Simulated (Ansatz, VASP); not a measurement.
**Two plane-wave programs on N**

```
N
1.0
     2.56416    0.00000    0.00000
    -1.28208    2.22063    0.00000
     0.00000    0.00000    2.44070
N
2
Direct
  0.66667 0.33333 0.25000
  0.33333 0.66667 0.75000
```

The real solid is made of molecules; this cell is a model form.

Alike in both runs: task single point; functional r2SCAN; k mesh 18 × 18 × 18; occupations gaussian, width 0.1 eV; no spin polarisation.

```csv
,VASP,Ansatz
version,VASP 6.6.1,Ansatz 0.2.0
potentials or method,"VASP PAW PBE potentials, release 64 (N)","scalar-relativistic, plane waves, PAW"
plane-wave cutoff (eV),520,500
valence electrons in the cell,10,10
```

```csv
,VASP,Ansatz,Ansatz less VASP
gap on the k mesh at the Fermi level (eV),none,none,-
pressure (GPa),-0.1,0.0,+0.11
largest component of the traceless stress (GPa),0.10,0.02,-0.085
```

A gap of «none» marks a metal or a gap that the smearing closes.

Caveats: the PAW data sets were made with another functional, which shifts forces and pressure a little (VASP).
